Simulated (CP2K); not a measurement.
# HfB2 in CP2K: convergence with k mesh

Input of the first run (k mesh 3 × 3 × 2); the others differ in this setting and in those tied to it:

File hfb2_converge.inp:

```
&GLOBAL
  PROJECT hfb2_converge
  RUN_TYPE ENERGY_FORCE
  PRINT_LEVEL LOW
&END GLOBAL
&FORCE_EVAL
  METHOD QS
  STRESS_TENSOR ANALYTICAL
  &DFT
    BASIS_SET_FILE_NAME BASIS_MOLOPT_UZH
    POTENTIAL_FILE_NAME GTH_POTENTIALS
    &MGRID
      CUTOFF 450
      REL_CUTOFF 60
      NGRIDS 4
    &END MGRID
    &QS
      METHOD GPW
      EPS_DEFAULT 1.0E-10
    &END QS
    &KPOINTS
      SCHEME MONKHORST-PACK 3 3 2
      GAMMA_CENTERED T
      SYMMETRY T
      SYMMETRY_BACKEND SPGLIB
    &END KPOINTS
    &SCF
      SCF_GUESS ATOMIC
      EPS_SCF 1.0E-6
      MAX_SCF 100
      ADDED_MOS 15
      CHOLESKY OFF
      EPS_EIGVAL 1.0E-7
      &DIAGONALIZATION ON
        ALGORITHM STANDARD
      &END DIAGONALIZATION
      &MIXING ON
        METHOD BROYDEN_MIXING
        ALPHA 0.4
        BETA 1.5
        NBUFFER 8
      &END MIXING
      &SMEAR ON
        METHOD FERMI_DIRAC
        ELECTRONIC_TEMPERATURE [K] 116.045
      &END SMEAR
    &END SCF
    &XC
      &XC_FUNCTIONAL BLYP
      &END XC_FUNCTIONAL
    &END XC
    &PRINT
      &KPOINTS ON
      &END KPOINTS
      &MULLIKEN ON
      &END MULLIKEN
      &MO ON
        ENERGIES T
        OCCUPATION_NUMBERS T
        &EACH
          QS_SCF 0
        &END EACH
        ADD_LAST NUMERIC
      &END MO
    &END PRINT
  &END DFT
  &SUBSYS
    &CELL
      ABC 3.1400000000 3.1400000000 3.4800000000
      ALPHA_BETA_GAMMA 90.0000000000 90.0000000000 119.9999999998
      PERIODIC XYZ
    &END CELL
    &COORD
      SCALED
      Hf  0.0173760000 0.0171350000 0.0216270000
      B   0.6689530000 0.3436290000 0.5239290000
      B   0.3377590000 0.6319890000 0.5138630000
    &END COORD
    &KIND Hf
      BASIS_SET TZVP-MOLOPT-PBE-GTH-q12
      POTENTIAL GTH-PBE-q12
    &END KIND
    &KIND B
      BASIS_SET TZVP-MOLOPT-PBE-GTH-q3
      POTENTIAL GTH-BLYP-q3
    &END KIND
    &PRINT
      &ATOMIC_COORDINATES ON
      &END ATOMIC_COORDINATES
      &CELL ON
      &END CELL
    &END PRINT
  &END SUBSYS
  &PRINT
    &FORCES ON
    &END FORCES
    &STRESS_TENSOR ON
    &END STRESS_TENSOR
  &END PRINT
&END FORCE_EVAL
```

Potentials or basis: GTH_POTENTIALS Hf GTH-PBE-q12, B GTH-BLYP-q3; TZVP-MOLOPT-PBE-GTH basis.

Run with:

```console
$ OMP_NUM_THREADS=1 cp2k.psmp -i hfb2_converge.inp -o hfb2_converge.out
```

The cell isn't the ideal one: atoms moved at random, drawn with an rms of 0.1 Å.

Hardware: 1 thread of Arm Neoverse V1 (shared host).

| k mesh | energy less the tightest run, at zero smearing (meV/atom) | pressure (GPa) | largest force (eV/Å) | gap on the mesh (eV) | SCF cycles | CPU time (s) | peak memory (GiB) |
| --- | --- | --- | --- | --- | --- | --- | --- |
| 3 × 3 × 2 | -29.90 | 7.30 | 2.330 | 0.697 | 21 | 70 | 0.34 |
| 4 × 4 × 3 | 14.42 | 8.59 | 2.280 | 0.000 | 16 | 61 | 0.35 |
| 5 × 5 × 4 | 10.74 | 8.58 | 2.299 | 0.000 | 23 | 93 | 0.35 |
| 6 × 6 × 5 | 15.38 | 8.60 | 2.203 | 0.000 | 22 | 110 | 0.36 |
| 7 × 7 × 5 | 6.74 | 8.51 | 2.135 | 0.000 | 17 | 94 | 0.37 |
| 8 × 8 × 7 | 0.81 | 8.43 | 2.223 | 0.000 | 20 | 150 | 0.4 |
| 10 × 10 × 8 | 2.01 | 8.44 | 2.258 | 0.000 | 17 | 180 | 0.45 |
| 12 × 12 × 10 | 0.00 | 8.41 | 2.240 | 0.000 | 20 | 320 | 0.55 |

Against the tightest run, the pressure stays within 0.1 GPa from 7 × 7 × 5 on; the gap on the mesh stays within 0.01 eV from 4 × 4 × 3 on. Not settled before the last step: the energy (to 1 meV/atom), the largest force (to 0.005 eV/Å). Meshes of other sizes hit other points, so gaps and Fermi surfaces needn't settle smoothly. The tightest run that finished is the yardstick and may itself not be fully converged.

Caveat, for the tightest run too: the potentials were made for another functional, which shifts forces and pressure; the basis of atomic orbitals isn't converged, which shifts pressures, moduli and gaps. Spin-orbit coupling is left out, which matters for the levels of Hf.
